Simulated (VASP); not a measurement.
# SH2 in VASP: a series of runs

One molecule, SH2, is run at these levels: LDA, PBEsol, PBE+D3; tasks: single point.

All numbers are computed with VASP 6.6.1; they aren't measurements. Logs are shortened: lines on timing, memory, paths and dates and some standing lists are left out, and cuts for length are marked.

### 1 The molecule as given

The cell holds a molecule in a box, 3 atoms: a = 12.326 Å, b = 12.826 Å, c = 13.326 Å, α = 90.00°, β = 90.00°, γ = 90.00°.

### 2 Single point, LDA

The input, INCAR:

```
SYSTEM = H2S
PREC = Accurate
ENCUT = 400
EDIFF = 1E-6
ISMEAR = 0
SIGMA = 0.01
LREAL = .FALSE.
LASPH = .TRUE.
NELM = 100
ALGO = Normal
ISIF = 2
LWAVE = .FALSE.
LCHARG = .FALSE.
GGA = CA
NBANDS = 11
ISYM = 0
```

The input, KPOINTS:

```
regular mesh
0
G
  1 1 1
  0 0 0
```

The input, POSCAR:

```
H2S                                     
1.0
   12.3255669104      0.0000000000      0.0000000000
    0.0000000000     12.8255669104      0.0000000000
    0.0000000000      0.0000000000     13.3255669104
  S               H             
     1     2
Selective dynamics
Direct
     0.5240426748000004    0.5082814983000006    0.4599902109999974   F   F   F
     0.5102518241523043    0.4295442893792950    0.5260118629908058   T   T   T
     0.4639902196553888    0.5735585309224360    0.5168398112876869   T   T   T
```

Potentials or basis: VASP PAW LDA potentials, release 64 (S, H).

Started as:

```
$ cat potpaw_LDA.64/S/POTCAR potpaw_LDA.64/H/POTCAR > POTCAR
$ mpirun -np 4 vasp_gam > vasp.out
```

OUTCAR:

```text
SYSTEM = H2S
   PREC = Accurate
   ENCUT = 400
   EDIFF = 1E-6
   ISMEAR = 0
   LREAL = .FALSE.
   LASPH = .TRUE.
   NELM = 100
   ISIF = 2
   GGA = CA
   ISYM = 0

 ion  position               nearest neighbor table
   1  0.524  0.508  0.460-   3 1.35   2 1.35
   2  0.510  0.430  0.526-   1 1.35
   3  0.464  0.574  0.517-   1 1.35

IMPORTANT INFORMATION: All symmetrisations will be switched off!
NOSYMM: (Re-)initialisation of all symmetry stuff for point group C_1.

----------------------------------------------------------------------------------------

                                     Primitive cell

  volume of cell :    2106.5374

  direct lattice vectors                    reciprocal lattice vectors
    12.325566910  0.000000000  0.000000000     0.081132171  0.000000000  0.000000000
     0.000000000 12.825566910  0.000000000     0.000000000  0.077969263  0.000000000
     0.000000000  0.000000000 13.325566910     0.000000000  0.000000000  0.075043712

  length of vectors
    12.325566910 12.825566910 13.325566910     0.081132171  0.077969263  0.075043712

  position of ions in fractional coordinates (direct lattice)
     0.524042675  0.508281498  0.459990211
     0.510251824  0.429544289  0.526011863
     0.463990220  0.573558531  0.516839811

  ion indices of the primitive-cell ions
   primitive index   ion index
                 1           1
                 2           2
                 3           3

----------------------------------------------------------------------------------------

 KPOINTS: regular mesh

Automatic generation of k-mesh.
 Grid dimensions read from file:
 generate k-points for:    1    1    1

 Generating k-lattice:

  Cartesian coordinates                     Fractional coordinates (reciprocal lattice)
     0.081132171  0.000000000  0.000000000     1.000000000  0.000000000  0.000000000
     0.000000000  0.077969263  0.000000000     0.000000000  1.000000000  0.000000000
     0.000000000  0.000000000  0.075043712     0.000000000  0.000000000  1.000000000

  Length of vectors
     0.081132171  0.077969263  0.075043712

  Shift w.r.t. Gamma in fractional coordinates (k-lattice)
     0.000000000  0.000000000  0.000000000

 Subroutine IBZKPT returns following result:
 ===========================================

 Found      1 irreducible k-points:

 Following reciprocal coordinates:
            Coordinates               Weight
  0.000000  0.000000  0.000000      1.000000
   k-points           NKPTS =      1   k-points in BZ     NKDIM =      1   number of bands    NBANDS=     12
   number of dos      NEDOS =    301   number of ions     NIONS =      3
   total plane-waves  NPLWV = 604800
   dimension x,y,z NGX =    80 NGY =   84 NGZ =   90
   dimension x,y,z NGXF=   160 NGYF=  168 NGZF=  180
   ions per type =               1   2
   NGX,Y,Z   is equivalent  to a cutoff of  10.79, 10.89, 11.23 a.u.
   NGXF,Y,Z  is equivalent  to a cutoff of  21.58, 21.78, 22.46 a.u.
 SYSTEM =  H2S
   PREC   = accura    normal or accurate (medium, high low for compatibility)
   ISTART =      0    job   : 0-new  1-cont  2-samecut
   ICHARG =      2    charge: 1-file 2-atom 10-const
   ISPIN  =      1    spin polarized calculation?
   LNONCOLLINEAR =      F non collinear calculations
   LSORBIT =      F    spin-orbit coupling
   LASPH  =      T    aspherical Exc in radial PAW
   ENCUT  =  400.0 eV  29.40 Ry    5.42 a.u.  20.10 20.92 21.73*2*pi/ulx,y,z
   NELM   =    100;   NELMIN=  2; NELMDL= -5     # of ELM steps
   EDIFF  = 0.1E-05   stopping-criterion for ELM
   LREAL  =      F    real-space projection
   EDIFFG = 0.1E-04   stopping-criterion for IOM
   NSW    =      0    number of steps for IOM
   IBRION =     -1    ionic relax: 0-MD 1-quasi-New 2-CG
   NFREE  =      0    steps in history (QN), initial steepest desc. (CG)
   ISIF   =      2    stress and relaxation
   ISYM   =      0    0-nonsym 1-usesym 2-fastsym
   POTIM  = 0.5000    time-step for ionic-motion
   TEBEG  =    0.0;   TEEND  =   0.0 temperature during run
   PSTRESS=    0.0 pullay stress
   NELECT =       8.0000    total number of electrons
   NUPDOWN=      -1.0000    fix difference up-down
   EMIN   =  10.00;   EMAX   =-10.00  energy-range for DOS
   EFERMI =   0.00;   METHOD = LEGACY
   ISMEAR =     0;   SIGMA  =   0.01  broadening in eV -4-tet -1-fermi 0-gaus
   EFERMI_NEDOS =   21; number of points for ismear=-14 and -15
   IALGO  =     38    algorithm
   IMIX   =      4    mixing-type and parameters
     AMIX     =   0.40;   BMIX     =  1.00
     AMIX_MAG =   1.60;   BMIX_MAG =  1.00
  volume/ion in A,a.u.               =     702.18      4738.54
  Fermi-wavevector in a.u.,A,eV,Ry     =   0.255416  0.482667  0.887609  0.065237
  Thomas-Fermi vector in A             =   1.077651
   LORBIT       =      0    0 simple, 1 ext, 2 COOP (PROOUT), +10 PAW based schemes
   GGA     = CA    functional components
   LHFCALC =     F    Hartree Fock is set to
   AEXX    =    0.0000 exact exchange contribution
   IVDW    =     0    specifies the selected vdW correction
   LEPSILON=     F    determine dielectric tensor
   LRPA    =     F    only Hartree local field effects (RPA)
 non-spin polarized calculation
 Gauss-broadening in eV      SIGMA  =   0.01
  energy-cutoff  :      400.00
  volume of cell :     2106.54
 maximum number of plane-waves:     19124
   NGX = 41   NGY = 41   NGZ = 43

 number of electron       7.9999999 magnetization

 Free energy of the ion-electron system (eV)
  ---------------------------------------------------
  ext. energy  EPLUGINS =         0.00000000
  ---------------------------------------------------
  free energy    TOTEN  =       -11.53836653 eV

  energy without entropy =      -11.53836653  energy(sigma->0) =      -11.53836653

 E-fermi :  -6.2286     XC(G=0):  -0.3976

 val. band max:       -6.2823206042   @ k =   0.0000   0.0000   0.0000
 cond. band min:      -0.8534643562   @ k =   0.0000   0.0000   0.0000
 fundamental gap:      5.4288562481
 Fermi energy:        -6.2286010428

 k-point     1 :       0.0000    0.0000    0.0000
  band No.  band energies     occupation
      1     -18.4254      2.00000
      2     -10.8505      2.00000
      3      -9.0392      2.00000
      4      -6.2823      2.00000
      5      -0.8535      0.00000
      6      -0.6330      0.00000
      7       0.2581      0.00000
      8       0.6276      0.00000
      9       0.6459      0.00000
     10       0.7788      0.00000
     11       0.8024      0.00000
     12       0.8454      0.00000

------------------------ aborting loop because EDIFF is reached ----------------------------------------

  FORCE on cell =-STRESS in cart. coord.  units (eV):
  Direction    XX          YY          ZZ          XY          YZ          ZX
  --------------------------------------------------------------------------------------
  -------------------------------------------------------------------------------------
  Total       -0.0981275     -0.0908510     -0.0626450     -0.0052922     -0.0078613     -0.0313385
  in kB       -0.0746332     -0.0690989     -0.0476462     -0.0040251     -0.0059791     -0.0238353
  external PRESSURE =      -0.0637928 kB  Pullay stress =       0.0000000 kB

 VOLUME and BASIS-vectors are now :
 -----------------------------------------------------------------------------
  energy-cutoff  :      400.00
  volume of cell :     2106.54
      direct lattice vectors                 reciprocal lattice vectors
    12.325566910  0.000000000  0.000000000     0.081132171  0.000000000  0.000000000
     0.000000000 12.825566910  0.000000000     0.000000000  0.077969263  0.000000000
     0.000000000  0.000000000 13.325566910     0.000000000  0.000000000  0.075043712

 POSITION                                       TOTAL-FORCE (eV/Angst)
 -----------------------------------------------------------------------------------
      6.45912      6.51900      6.12963         0.036406      0.006560     -0.064548
      6.28914      5.50915      7.00941        -0.014837     -0.013582      0.033048
      5.71894      7.35621      6.88718        -0.021569      0.007022      0.031500
 -----------------------------------------------------------------------------------
    total drift:                                0.000184      0.000137     -0.000105

  FREE ENERGIE OF THE ION-ELECTRON SYSTEM (eV)
  ---------------------------------------------------
  free  energy   TOTEN  =       -11.5383665269 eV

  energy  without entropy=      -11.5383665269  energy(sigma->0) =      -11.53836653
```

Run time: 31 s. Hardware: 4 MPI ranks of Intel Xeon Platinum 8375C at 2.90GHz (Ice Lake), shared host; peak memory 0.29 GiB.

What came out:

```
Free energy                     : -11.5384 eV
Largest force                   : 0.074 eV/Å
Gap between the frontier levels : 5.43 eV
```

Forces on the atoms (eV/Å):
```
S    0.036  0.007 -0.065
H   -0.015 -0.014  0.033
H   -0.022  0.007  0.032
```

A hybrid or GW would open this gap; LDA tends to underestimate it.

### 3 Single point, PBEsol

Edit INCAR of step 2 so:

```diff
@@ -13,3 +13,3 @@
 LCHARG = .FALSE.
-GGA = CA
+GGA = PS
 NBANDS = 11
```

KPOINTS is that of step 2.

POSCAR is that of step 2.

Potentials or basis: VASP PAW PBE potentials, release 64 (S, H).

Started as:

```
$ cat potpaw_PBE.64/S/POTCAR potpaw_PBE.64/H/POTCAR > POTCAR
$ mpirun -np 4 vasp_gam > vasp.out
```

OUTCAR:

```text
SYSTEM = H2S
   PREC = Accurate
   ENCUT = 400
   EDIFF = 1E-6
   ISMEAR = 0
   LREAL = .FALSE.
   LASPH = .TRUE.
   NELM = 100
   ISIF = 2
   GGA = PS
   ISYM = 0

 ion  position               nearest neighbor table
   1  0.524  0.508  0.460-   3 1.35   2 1.35
   2  0.510  0.430  0.526-   1 1.35
   3  0.464  0.574  0.517-   1 1.35

IMPORTANT INFORMATION: All symmetrisations will be switched off!
NOSYMM: (Re-)initialisation of all symmetry stuff for point group C_1.

----------------------------------------------------------------------------------------

                                     Primitive cell

  volume of cell :    2106.5374

  direct lattice vectors                    reciprocal lattice vectors
    12.325566910  0.000000000  0.000000000     0.081132171  0.000000000  0.000000000
     0.000000000 12.825566910  0.000000000     0.000000000  0.077969263  0.000000000
     0.000000000  0.000000000 13.325566910     0.000000000  0.000000000  0.075043712

  length of vectors
    12.325566910 12.825566910 13.325566910     0.081132171  0.077969263  0.075043712

  position of ions in fractional coordinates (direct lattice)
     0.524042675  0.508281498  0.459990211
     0.510251824  0.429544289  0.526011863
     0.463990220  0.573558531  0.516839811

  ion indices of the primitive-cell ions
   primitive index   ion index
                 1           1
                 2           2
                 3           3

----------------------------------------------------------------------------------------

 KPOINTS: regular mesh

Automatic generation of k-mesh.
 Grid dimensions read from file:
 generate k-points for:    1    1    1

 Generating k-lattice:

  Cartesian coordinates                     Fractional coordinates (reciprocal lattice)
     0.081132171  0.000000000  0.000000000     1.000000000  0.000000000  0.000000000
     0.000000000  0.077969263  0.000000000     0.000000000  1.000000000  0.000000000
     0.000000000  0.000000000  0.075043712     0.000000000  0.000000000  1.000000000

  Length of vectors
     0.081132171  0.077969263  0.075043712

  Shift w.r.t. Gamma in fractional coordinates (k-lattice)
     0.000000000  0.000000000  0.000000000

 Subroutine IBZKPT returns following result:
 ===========================================

 Found      1 irreducible k-points:

 Following reciprocal coordinates:
            Coordinates               Weight
  0.000000  0.000000  0.000000      1.000000
   k-points           NKPTS =      1   k-points in BZ     NKDIM =      1   number of bands    NBANDS=     12
   number of dos      NEDOS =    301   number of ions     NIONS =      3
   total plane-waves  NPLWV = 604800
   dimension x,y,z NGX =    80 NGY =   84 NGZ =   90
   dimension x,y,z NGXF=   160 NGYF=  168 NGZF=  180
   ions per type =               1   2
   NGX,Y,Z   is equivalent  to a cutoff of  10.79, 10.89, 11.23 a.u.
   NGXF,Y,Z  is equivalent  to a cutoff of  21.58, 21.78, 22.46 a.u.
 SYSTEM =  H2S
   PREC   = accura    normal or accurate (medium, high low for compatibility)
   ISTART =      0    job   : 0-new  1-cont  2-samecut
   ICHARG =      2    charge: 1-file 2-atom 10-const
   ISPIN  =      1    spin polarized calculation?
   LNONCOLLINEAR =      F non collinear calculations
   LSORBIT =      F    spin-orbit coupling
   LASPH  =      T    aspherical Exc in radial PAW
   ENCUT  =  400.0 eV  29.40 Ry    5.42 a.u.  20.10 20.92 21.73*2*pi/ulx,y,z
   NELM   =    100;   NELMIN=  2; NELMDL= -5     # of ELM steps
   EDIFF  = 0.1E-05   stopping-criterion for ELM
   LREAL  =      F    real-space projection
   EDIFFG = 0.1E-04   stopping-criterion for IOM
   NSW    =      0    number of steps for IOM
   IBRION =     -1    ionic relax: 0-MD 1-quasi-New 2-CG
   NFREE  =      0    steps in history (QN), initial steepest desc. (CG)
   ISIF   =      2    stress and relaxation
   ISYM   =      0    0-nonsym 1-usesym 2-fastsym
   POTIM  = 0.5000    time-step for ionic-motion
   TEBEG  =    0.0;   TEEND  =   0.0 temperature during run
   PSTRESS=    0.0 pullay stress
   NELECT =       8.0000    total number of electrons
   NUPDOWN=      -1.0000    fix difference up-down
   EMIN   =  10.00;   EMAX   =-10.00  energy-range for DOS
   EFERMI =   0.00;   METHOD = LEGACY
   ISMEAR =     0;   SIGMA  =   0.01  broadening in eV -4-tet -1-fermi 0-gaus
   EFERMI_NEDOS =   21; number of points for ismear=-14 and -15
   IALGO  =     38    algorithm
   IMIX   =      4    mixing-type and parameters
     AMIX     =   0.40;   BMIX     =  1.00
     AMIX_MAG =   1.60;   BMIX_MAG =  1.00
  volume/ion in A,a.u.               =     702.18      4738.54
  Fermi-wavevector in a.u.,A,eV,Ry     =   0.255416  0.482667  0.887609  0.065237
  Thomas-Fermi vector in A             =   1.077651
   LORBIT       =      0    0 simple, 1 ext, 2 COOP (PROOUT), +10 PAW based schemes
   GGA     = PS    functional components
   LHFCALC =     F    Hartree Fock is set to
   AEXX    =    0.0000 exact exchange contribution
   IVDW    =     0    specifies the selected vdW correction
   LEPSILON=     F    determine dielectric tensor
   LRPA    =     F    only Hartree local field effects (RPA)
 non-spin polarized calculation
 Gauss-broadening in eV      SIGMA  =   0.01
  energy-cutoff  :      400.00
  volume of cell :     2106.54
 maximum number of plane-waves:     19124
   NGX = 41   NGY = 41   NGZ = 43

 number of electron       7.9999999 magnetization

 Free energy of the ion-electron system (eV)
  ---------------------------------------------------
  ext. energy  EPLUGINS =         0.00000000
  ---------------------------------------------------
  free energy    TOTEN  =       -11.17826910 eV

  energy without entropy =      -11.17826910  energy(sigma->0) =      -11.17826910

 E-fermi :  -6.0613     XC(G=0):  -0.4033

 val. band max:       -6.1554492604   @ k =   0.0000   0.0000   0.0000
 cond. band min:      -0.7428239869   @ k =   0.0000   0.0000   0.0000
 fundamental gap:      5.4126252735
 Fermi energy:        -6.0613222638

 k-point     1 :       0.0000    0.0000    0.0000
  band No.  band energies     occupation
      1     -18.3439      2.00000
      2     -10.7495      2.00000
      3      -8.9416      2.00000
      4      -6.1554      2.00000
      5      -0.7428      0.00000
      6      -0.4880      0.00000
      7       0.2813      0.00000
      8       0.6192      0.00000
      9       0.6396      0.00000
     10       0.7747      0.00000
     11       0.8032      0.00000
     12       0.8401      0.00000

------------------------ aborting loop because EDIFF is reached ----------------------------------------

  FORCE on cell =-STRESS in cart. coord.  units (eV):
  Direction    XX          YY          ZZ          XY          YZ          ZX
  --------------------------------------------------------------------------------------
  -------------------------------------------------------------------------------------
  Total       -0.0896722     -0.0633132     -0.0473948     -0.0123656     -0.0109145     -0.0380799
  in kB       -0.0682023     -0.0481544     -0.0360473     -0.0094050     -0.0083013     -0.0289626
  external PRESSURE =      -0.0508013 kB  Pullay stress =       0.0000000 kB

 VOLUME and BASIS-vectors are now :
 -----------------------------------------------------------------------------
  energy-cutoff  :      400.00
  volume of cell :     2106.54
      direct lattice vectors                 reciprocal lattice vectors
    12.325566910  0.000000000  0.000000000     0.081132171  0.000000000  0.000000000
     0.000000000 12.825566910  0.000000000     0.000000000  0.077969263  0.000000000
     0.000000000  0.000000000 13.325566910     0.000000000  0.000000000  0.075043712

 POSITION                                       TOTAL-FORCE (eV/Angst)
 -----------------------------------------------------------------------------------
      6.45912      6.51900      6.12963         0.045488      0.008279     -0.080947
      6.28914      5.50915      7.00941        -0.015077     -0.028454      0.042169
      5.71894      7.35621      6.88718        -0.030411      0.020175      0.038778
 -----------------------------------------------------------------------------------
    total drift:                                0.000149      0.000160     -0.000093

  FREE ENERGIE OF THE ION-ELECTRON SYSTEM (eV)
  ---------------------------------------------------
  free  energy   TOTEN  =       -11.1782690973 eV

  energy  without entropy=      -11.1782690973  energy(sigma->0) =      -11.17826910
```

Wall time 52 s (4 MPI ranks of Intel Xeon Platinum 8375C at 2.90GHz (Ice Lake), shared host); peak memory 0.38 GiB.

What came out:

```yaml
Free_energy: -11.1783 eV
Largest_force: 0.093 eV/Å
Gap_between_the_frontier_levels: 5.41 eV
```

Forces in eV/Å, atoms in the order of the input:
```
S    0.045  0.008 -0.081
H   -0.015 -0.028  0.042
H   -0.030  0.020  0.039
```

Levels at points of the mesh, in eV from the valence-band top:
```tsv
k point	band 2	band 3	band 4	band 5	band 6	band 7
(0.00, 0.00, 0.00)	-4.59	-2.79	0.00	5.41	5.67	6.44
```

Caveat: the PAW data sets were made with another functional, which shifts forces and pressure a little. PBEsol gaps usually lie below the measured ones, often by a third to a half.

### 4 Single point, PBE+D3

Edit INCAR of step 3 so:

```diff
@@ -13,3 +13,4 @@
 LCHARG = .FALSE.
-GGA = PS
+GGA = PE
+IVDW = 11
 NBANDS = 11
```

KPOINTS is that of step 3.

POSCAR is that of step 3.

Started as:

```
$ cat potpaw_PBE.64/S/POTCAR potpaw_PBE.64/H/POTCAR > POTCAR
$ mpirun -np 4 vasp_gam > vasp.out
```

It took 53 s on 4 MPI ranks of Intel Xeon Platinum 8375C at 2.90GHz (Ice Lake), shared host; peak memory 0.39 GiB.

Results (log left out):

```yaml
Free_energy: -11.2049 eV
Largest_force: 0.012 eV/Å
Gap_between_the_frontier_levels: 5.37 eV
Dispersion_energy_per_atom: 0.000 eV
```

Forces in eV/Å, atoms in the order of the input:
```
S   -0.005 -0.001  0.011
H    0.000  0.008 -0.006
H    0.005 -0.007 -0.005
```

Levels at points of the mesh, in eV from the valence-band top:
```tsv
k point	band 1	band 2	band 3	band 4	band 5	band 6	band 7	band 8	band 9
(0.00, 0.00, 0.00)	-12.22	-4.63	-2.82	0.00	5.37	5.63	6.47	6.78	6.80
```

### 5 Summary

```csv
level,potentials or basis,gap on the mesh (eV),largest force (eV/Å)
LDA,"VASP PAW LDA potentials, release 64 (S, H)",5.43,0.07
PBEsol,"VASP PAW PBE potentials, release 64 (S, H)",5.41,0.09
PBE+D3,"VASP PAW PBE potentials, release 64 (S, H)",5.37,0.01
```

Alike in all rows: task single point; no spin polarisation; cell as given; k mesh 1 × 1 × 1; cutoff (eV) 400; smearing gaussian 0.01 eV.

Caveats: the PAW data sets were made with another functional, which shifts forces and pressure a little (some runs).

Total energies depend on the potentials used, so only differences within one code and one set of settings carry meaning.
